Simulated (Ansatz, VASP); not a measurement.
# Cross-check of GaN between VASP and Ansatz, part 2 of 2

One calculation is typed for both programs; each brings its own data sets and cutoff. How far apart do they land?

VASP 6.6.1 and Ansatz 0.2.0.

So far: The starting structure; Ansatz: G0W0 gap, PBE.

### Step 3. VASP: G0W0 gap, PBE

Level of this step: G0W0 on PBE; plane waves and PAW (Ga_d_GW, N_GW) (VASP).

The same cell, functional and mesh now go to VASP, with its own data sets and cutoff.

Lines of VASP's logs that name or quote its potential files are left out, and so is its time.

The run reads the wave functions of an earlier VASP run, which isn't shown here.

Contents of INCAR:

```
SYSTEM = GaN
PREC = Accurate
ENCUT = 450
ISMEAR = 0
SIGMA = 0.01
LREAL = .FALSE.
GGA = PE
NBANDS = 72
ALGO = EVGW0
NELMGW = 1
ENCUTGW = 120
NOMEGA = 48
PRECFOCK = Fast
NBANDSGW = 24
LWAVE = .FALSE.
LCHARG = .FALSE.
```

Contents of POSCAR:

```
GaN
1.0
    0.0000000000      2.2535006075      2.2535006075
    2.2535006075      0.0000000000      2.2535006075
    2.2535006075      2.2535006075      0.0000000000
Ga N
1 1
Direct
    0.0000000000      0.0000000000      0.0000000000
    0.7500000000      0.7500000000      0.7500000000
```

Contents of KPOINTS:

```
Automatic mesh
0
Gamma
6 6 6
0 0 0
```

Potentials, in the order of the species: Ga_d_GW and N_GW (PBE family, release 64).

Launch:

```console
$ mpirun -np 8 vasp_std
```

Numbers of over 12 decimals in the logs are rounded to 6 here.

What it wrote:

```text
[banner, memory and clock lines left out]
running    8 mpi-ranks, on    1 nodes
 distrk:  each k-point on    8 cores,    1 groups
 distr:  one band on    1 cores,    8 groups

 POSCAR found type information on POSCAR GaN
 POSCAR found :  2 types and       2 ions
|                                                                             |
|           W    W    AA    RRRRR   N    N  II  N    N   GGGG   !!!           |
|           W    W   A  A   R    R  NN   N  II  NN   N  G    G  !!!           |
|           W    W  A    A  R    R  N N  N  II  N N  N  G       !!!           |
|           W WW W  AAAAAA  RRRRR   N  N N  II  N  N N  G  GGG   !            |
|           WW  WW  A    A  R   R   N   NN  II  N   NN  G    G                |
|           W    W  A    A  R    R  N    N  II  N    N   GGGG   !!!           |
|                                                                             |
|     For optimal performance we recommend to set                             |
|       NCORE = 2 up to number-of-cores-per-socket                            |
|     NCORE specifies how many cores store one orbital (NPAR=cpu/NCORE).      |
|     This setting can greatly improve the performance of VASP for DFT.       |
|     The default, NCORE=1 might be grossly inefficient on modern             |
|     multi-core architectures or massively parallel machines. Do your        |
|     Unfortunately you need to use the default for GW and RPA                |
|     calculations (for HF NCORE is supported but not extensively tested      |
|     yet).                                                                   |
|                                                                             |

|                                                                             |
|           W    W    AA    RRRRR   N    N  II  N    N   GGGG   !!!           |
|           W    W   A  A   R    R  NN   N  II  NN   N  G    G  !!!           |
|           W    W  A    A  R    R  N N  N  II  N N  N  G       !!!           |
|           W WW W  AAAAAA  RRRRR   N  N N  II  N  N N  G  GGG   !            |
|           WW  WW  A    A  R   R   N   NN  II  N   NN  G    G                |
|           W    W  A    A  R    R  N    N  II  N    N   GGGG   !!!           |
|                                                                             |
|     The default for ENCUTGWSOFT is different in this version of VASP.       |
|     please manually set ENCUTGWSOFT =120 in the INCAR file.                 |
|                                                                             |

 LDA part: xc-table for (Slater+PW92), standard interpolation
 found WAVECAR, reading the header
 POSCAR, INCAR and KPOINTS ok, starting setup
 FFT: planning ... GRIDC
 FFT: planning ... GRID_SOFT
 FFT: planning ... GRID
 reading WAVECAR
 the WAVECAR file was read successfully
 initial charge from wavefunction
 available memory per node:     31.93 GB, setting MAXMEM to     32698

 The Fermi energy was updated, please check that it is located mid-gap
 values below the HOMO (VB) or above the LUMO (CB) will cause erroneous energies
 E-fermi :   5.9591

 calculate exact exchange contribution
 the WAVEDER file was read successfully
energies w=
    0.000    0.000    0.755    0.000    1.507    0.000    2.252    0.000
    2.990    0.000    3.716    0.000    4.431    0.000    5.133    0.000
    5.822    0.000    6.498    0.000    7.163    0.000    7.816    0.000
    8.460    0.000    9.096    0.000    9.727    0.000   10.354    0.000
   10.980    0.000   11.607    0.000   12.239    0.000   12.877    0.000
   13.526    0.000   14.188    0.000   14.868    0.000   15.570    0.000
   16.298    0.000   17.060    0.000   17.859    0.000   18.706    0.000
   19.608    0.000   20.576    0.000   21.623    0.000   22.764    0.000
   24.020    0.000   25.415    0.000   26.982    0.000   28.759    0.000
   30.802    0.000   33.182    0.000   36.001    0.000   39.398    0.000
   43.581    0.000   48.865    0.000   55.753    0.000   65.102    0.000
   78.501    0.000   99.257    0.000  135.599    0.000  215.232    0.000
 responsefunction array rank=      80
 LDA part: xc-table for (Slater+PW92), standard interpolation

 min. memory requirement per mpi rank    122.5 MB, per node    979.6 MB

 allocating   6 responsefunctions rank=    80
 shmem allocating  48 responsefunctions rank=    80
 response function shared by NCSHMEM nodes    1
 Doing            6  frequencies on each core in blocks of           48
NQ=   1    0.0000    0.0000    0.0000,
|.........|.........|.........|.........|.........|.........|.........|.........
 performed        300000 updates of chi_q(r,r)
 total number of BLAS operations         10.15 Gflops
NQ=   2    0.1667    0.0000    0.0000,
|.........|.........|.........|.........|.........|.........|.........|.........
 performed        835000 updates of chi_q(r,r)
 total number of BLAS operations         26.61 Gflops
NQ=   3    0.3333    0.0000    0.0000,
|.........|.........|.........|.........|.........|.........|.........|.........
 performed       1370000 updates of chi_q(r,r)
 total number of BLAS operations         45.83 Gflops
NQ=   4    0.5000    0.0000    0.0000,
|.........|.........|.........|.........|.........|.........|.........|.........
 performed       1822000 updates of chi_q(r,r)
 total number of BLAS operations         63.56 Gflops
NQ=   5    0.1667    0.1667    0.0000,
|.........|.........|.........|.........|.........|.........|.........|.........
 performed       2357000 updates of chi_q(r,r)
 total number of BLAS operations         81.10 Gflops
NQ=   6    0.3333    0.1667    0.0000,
|.........|.........|.........|.........|.........|.........|.........|.........
 performed       3189000 updates of chi_q(r,r)
 total number of BLAS operations        111.89 Gflops
NQ=   7    0.5000    0.1667    0.0000,
|.........|.........|.........|.........|.........|.........|.........|.........
 performed       4021000 updates of chi_q(r,r)
 total number of BLAS operations        143.60 Gflops
NQ=   8   -0.3333    0.1667    0.0000,
|.........|.........|.........|.........|.........|.........|.........|.........
 performed       4853000 updates of chi_q(r,r)
 total number of BLAS operations        175.31 Gflops
NQ=   9   -0.1667    0.1667    0.0000,
|.........|.........|.........|.........|.........|.........|.........|.........
 performed       5574000 updates of chi_q(r,r)
 total number of BLAS operations        198.23 Gflops
NQ=  10    0.3333    0.3333    0.0000,
|.........|.........|.........|.........|.........|.........|.........|.........
 performed       6109000 updates of chi_q(r,r)
 total number of BLAS operations        220.43 Gflops
NQ=  11    0.5000    0.3333    0.0000,
|.........|.........|.........|.........|.........|.........|.........|.........
 performed       6941000 updates of chi_q(r,r)
 total number of BLAS operations        255.92 Gflops
NQ=  12   -0.3333    0.3333    0.0000,
|.........|.........|.........|.........|.........|.........|.........|.........
 performed       7662000 updates of chi_q(r,r)
 total number of BLAS operations        281.84 Gflops
NQ=  13    0.5000    0.5000    0.0000,
|.........|.........|.........|.........|.........|.........|.........|.........
 performed       8065000 updates of chi_q(r,r)
 total number of BLAS operations        295.08 Gflops
NQ=  14    0.5000    0.3333    0.1667,
|.........|.........|.........|.........|.........|.........|.........|.........
 performed       9001000 updates of chi_q(r,r)
 total number of BLAS operations        326.72 Gflops
NQ=  15   -0.3333    0.3333    0.1667,
|.........|.........|.........|.........|.........|.........|.........|.........
 performed       9881000 updates of chi_q(r,r)
 total number of BLAS operations        357.41 Gflops
NQ=  16   -0.3333    0.5000    0.1667,
|.........|.........|.........|.........|.........|.........|.........|.........
 performed      10606000 updates of chi_q(r,r)
 total number of BLAS operations        387.49 Gflops
 resolving degeneracies of screened two electron integrals

 calculate QP shifts <psi_nk| G(iteration)W_0 |psi_nk>: iteration 1
 entering main loop
```

Parts of OUTCAR (step 3):

```text
ion  position               nearest neighbor table
   1  0.000  0.000  0.000-   2 1.95   2 1.95   2 1.95   2 1.95
   2  0.750  0.750  0.750-   1 1.95   1 1.95   1 1.95   1 1.95

  LATTYP: Found a face centered cubic cell.
 ALAT       =     4.5070012150

 Subroutine GETGRP returns: Found 24 space group operations
 (whereof 24 operations were pure point group operations)

The static configuration has the point symmetry T_d .

 Found     16 irreducible k-points:

   k-points           NKPTS =     16   k-points in BZ     NKDIM =    216   number of bands    NBANDS=     72

   dimension x,y,z NGX =    24 NGY =   24 NGZ =   24
   dimension x,y,z NGXF=    48 NGYF=   48 NGZF=   48

   ENCUT  =  450.0 eV  33.07 Ry    5.75 a.u.   5.51  5.51  5.51*2*pi/ulx,y,z

   NELECT =      18.0000    total number of electrons

  energy-cutoff  :      450.00
  volume of cell :       22.89
      direct lattice vectors                 reciprocal lattice vectors
     0.000000000  2.253500607  2.253500607    -0.221877020  0.221877020  0.221877020
     2.253500607  0.000000000  2.253500607     0.221877020 -0.221877020  0.221877020
     2.253500607  2.253500607  0.000000000     0.221877020  0.221877020 -0.221877020

 k-points in reciprocal lattice and weights: Automatic mesh
   0.00000000  0.00000000  0.00000000       0.005
   0.16666667  0.00000000  0.00000000       0.037
   0.33333333  0.00000000  0.00000000       0.037
   0.50000000  0.00000000  0.00000000       0.019
   0.16666667  0.16666667  0.00000000       0.028
   0.33333333  0.16666667  0.00000000       0.111
   0.50000000  0.16666667  0.00000000       0.111
  -0.33333333  0.16666667  0.00000000       0.111
  -0.16666667  0.16666667  0.00000000       0.056
[...]
-0.33333333  0.33333333  0.16666667       0.111
  -0.33333333  0.50000000  0.16666667       0.056

 E-fermi :   5.9591

 QP shifts <psi_nk| G(iteration)W_0 |psi_nk>: iteration 1
 for sc-GW calculations column KS-energies equals QP-energies in previous step
 and V_xc(KS)=  KS-energies - (<T + V_ion + V_H > + <T+V_H+V_ion>^1  + <V_x>^1)
 k-point   1 :       0.0000    0.0000    0.0000
  band No.  KS-energies  QP-energies   sigma(KS)   V_xc(KS)     V^pw_x(r,r')   Z            occupation Imag(sigma)
    ...
      6      -8.0769     -11.2798     -26.1653     -21.8074     -35.1863       0.7350       2.0000       0.1853
      7       5.0978       4.6627     -18.2998     -17.7320     -21.3412       0.7662       2.0000       0.0911
      8       5.0978       4.6627     -18.2998     -17.7320     -21.3412       0.7662       2.0000       0.0911
      9       5.0978       4.6627     -18.2998     -17.7320     -21.3412       0.7662       2.0000       0.0911
     10       6.8203       7.5059     -12.5020     -13.3584      -9.0917       0.8005       0.0000      -0.0688
     11      15.3897      16.1729     -10.4427     -11.4287      -5.3700       0.7943       0.0000      -0.1410
     12      15.3897      16.1729     -10.4427     -11.4287      -5.3700       0.7943       0.0000      -0.1410
     13      15.3897      16.1729     -10.4427     -11.4287      -5.3700       0.7943       0.0000      -0.1410
    ...

 k-point   2 :       0.1667    0.0000    0.0000
  band No.  KS-energies  QP-energies   sigma(KS)   V_xc(KS)     V^pw_x(r,r')   Z            occupation Imag(sigma)
    ...
      6      -8.0783     -11.2764     -26.1585     -21.8023     -35.1818       0.7341       2.0000       0.1864
      7       2.8139       2.1686     -16.7286     -15.8781     -19.9341       0.7587       2.0000       0.1135
      8       4.8276       4.3586     -18.0699     -17.4564     -21.1554       0.7645       2.0000       0.0939
      9       4.8276       4.3586     -18.0699     -17.4564     -21.1554       0.7645       2.0000       0.0939
     10       8.4316       9.2205     -13.1934     -14.1932      -9.6526       0.7891       0.0000      -0.0742
     11      14.3525      15.2017     -10.9520     -12.0273      -5.9627       0.7897       0.0000      -0.1374
     12      15.7452      16.5495     -10.6324     -11.6524      -5.4469       0.7885       0.0000      -0.1574
     13      15.7452      16.5495     -10.6324     -11.6524      -5.4469       0.7885       0.0000      -0.1574
    ...

 k-point   3 :       0.3333    0.0000    0.0000
  band No.  KS-energies  QP-energies   sigma(KS)   V_xc(KS)     V^pw_x(r,r')   Z            occupation Imag(sigma)
    ...
      6      -7.5924     -10.1307     -23.3639     -19.8728     -31.8725       0.7271       2.0000       0.4121
      7      -0.2621      -1.1328     -15.5534     -14.3659     -19.7106       0.7332       2.0000       0.2086
      8       4.3496       3.8282     -17.7138     -17.0297     -20.8861       0.7623       2.0000       0.0986
      9       4.3496       3.8282     -17.7138     -17.0297     -20.8861       0.7623       2.0000       0.0986
     10       9.5607      10.3957     -12.0264     -13.0758      -7.8799       0.7957       0.0000      -0.0906
     11      13.7371      14.6744     -12.3757     -13.6038      -7.2436       0.7632       0.0000      -0.1564
     12      15.7162      16.4501     -10.6072     -11.5369      -5.4669       0.7894       0.0000      -0.1653
     13      15.7162      16.4501     -10.6072     -11.5369      -5.4669       0.7894       0.0000      -0.1653
    ...

 k-point   4 :       0.5000    0.0000    0.0000
  band No.  KS-energies  QP-energies   sigma(KS)   V_xc(KS)     V^pw_x(r,r')   Z            occupation Imag(sigma)
    ...
      6      -6.8146      -9.1194     -23.1127     -19.9460     -31.4757       0.7278       2.0000       0.4408
      7      -1.9406      -2.8086     -14.1904     -12.9874     -18.6338       0.7215       2.0000       0.3175
      8       4.1320       3.5923     -17.5649     -16.8560     -20.7750       0.7613       2.0000       0.1010
      9       4.1320       3.5923     -17.5649     -16.8560     -20.7750       0.7613       2.0000       0.1010
     10       9.7337      10.5479     -11.5490     -12.5633      -7.3501       0.8028       0.0000      -0.0912
     11      13.8240      14.7530     -12.8696     -14.1110      -7.5295       0.7483       0.0000      -0.1752
     12      15.4448      16.1275     -10.5161     -11.3767      -5.4804       0.7932       0.0000      -0.1582
     13      15.4448      16.1275     -10.5161     -11.3767      -5.4804       0.7932       0.0000      -0.1582
    ...

[... 4 further parts left out ...]
```

### Step 4. Comparison

Known differences besides the potentials themselves: the two programs' PAW sets differ in cores and partial waves; the cutoff is 420 eV in Ansatz and 450 eV in VASP; VASP leaves aspherical gradient terms in its spheres out (LASPH is not set), Ansatz keeps them; Ansatz integrates over frequency by contour deformation, VASP on a grid of NOMEGA points. Total energies have different zeros and are not compared.

Compared:

```tsv
quantity	Ansatz	VASP	difference
G0W0 gap on the mesh (eV)	2.80	2.84	-0.04
PBE gap under it (eV)	1.71	1.72	-0.01
```

### Step 5. What came out

| Quantity | Value |
| --- | --- |
| difference in G0W0 gap on the mesh (G0W0 gap, PBE) | -0.042 eV |

**Reading.** The difference in G0W0 gap on the mesh is -0.042 eV (G0W0 gap, PBE), within the 0.15 eV picked in this series as the mark of a large difference. How closely two codes agree says nothing of how well the functional describes the real material.

[Lines on the potential files, build, host, timing and source positions are cut from VASP's logs without a mark.]

[Logs are printed without paths, hosts, clocks, repeated set-up lines and the standing remarks that a program may print on its own settings, such as how far it seeks lower states.]

[Hosts, paths, dates, database ids (printed as entryN), source tags and the programs' standing remarks are cut or masked in the printed files.]
